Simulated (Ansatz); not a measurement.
# IrO2 (P4_2/mnm): equation of state

An exercise on one series of results from a longer session: the logs are not shown, and one member is left open.

A COD entry behind a cell of this session may itself be a prediction, so a difference from it is no test against experiment.

Computed with Ansatz 0.2.0 (DFT PBE, scalar-relativistic, plane waves, PAW, unless a step's input says otherwise).

Spin polarisation is switched off on purpose; where the compound carries moments, volume, stiffness and gap are then not the real material's.

## Starting point

The structure is tetragonal, space group P4_2/mnm (No. 136). The conventional cell has a = 4.530 Å, b = 4.530 Å, c = 3.179 Å, α = 90.00°, β = 90.00°, γ = 90.00°. Around Ir (site symmetry mmm) lie 6 O at 1.97 to 2.01 Å. O (site symmetry m2m) has 3 Ir at 1.97 to 2.01 Å as nearest neighbours.

Coordinates:

```xyz
6
Lattice="4.5297 0.0000 0.0000 0.0000 4.5297 0.0000 0.0000 0.0000 3.1787" Properties=species:S:1:pos:R:3 pbc="T T T"
Ir    0.0000    0.0000    0.0000
Ir    2.2648    2.2648    1.5894
O     1.3964    1.3964    0.0000
O     0.8685    3.6612    1.5894
O     3.1333    3.1333    0.0000
O     3.6612    0.8685    1.5894
```

An earlier run at PBE left this cell at 10.870 Å³/atom and 0.01 GPa (6×6×10 mesh).

Volume factors to run: 0.980, 1.020, 0.960, 1.040.

Set-up of the first run:

Input file input.yaml:

```yaml
crystal:
  lattice:
    - [4.4992969117, 0.0, 0.0]
    - [0.0, 4.4992969117, 0.0]
    - [0.0, 0.0, 3.1574139807]
  atoms:
    - { symbol: Ir, position: [0.0, 0.0, 0.0] }
    - { symbol: Ir, position: [0.5, 0.5, 0.5] }
    - { symbol: O, position: [0.3082743421, 0.3082743421, 0.0] }
    - { symbol: O, position: [0.1917256579, 0.8082743421, 0.5] }
    - { symbol: O, position: [0.6917256579, 0.6917256579, 0.0] }
    - { symbol: O, position: [0.8082743421, 0.1917256579, 0.5] }
basis:
  ecutwfc: 420
  ecutrho_ratio: 4
kpoints:
  mp_grid: { grid: [6, 6, 10] }
hamiltonian:
  xc: pbe
scf:
  occupations: { method: gaussian, width: 0.05 }
output:
  forces: true
  stress: true
  eigenvalues: true
relax:
  f_tol: 0.01
  max_steps: 40
  cell: { stress_tol: 0.1, fix: [volume] }
```

Started as:

```
> ansatz run input.yaml --threads 1 --pin off --max-ram 2560MiB --backend cpu --events-out ev --progress --plain --runs-dir out
```

Among the steps run: At 0.980 of the relaxed volume; At 1.020 of the relaxed volume; Scaling the volume by 0.960; Volume × 1.040.

One table of the session follows, with a row left open; its other results are not shown here.

It belongs to the step «The fit». 

| volume (Å³/atom) | energy (meV/atom) | pressure (GPa) |
| --- | --- | --- |
| 10.436 | 15.48 | 11.83 |
| 10.653 | ? | ? |
| 10.870 | 0.00 | 0.01 |
| 11.088 | 3.43 | -4.96 |
| 11.305 | 13.21 | -9.39 |

**Question.** Estimate the row for volume (Å³/atom) = 10.653.

Worked estimate for «energy (meV/atom)». A straight line through the neighbours (10.436, 15.48) and (10.870, 0.00) gives 15.48 + (0.00 − 15.48) × (10.653 − 10.436) / (10.870 − 10.436) = 7.74; a parabola fitted to 3 rows on both sides gives 4.03.

As computed: energy (meV/atom): 3.74; pressure (GPa): 5.58. In «energy (meV/atom)» the line misses by +4.00 and the parabola by +0.29.
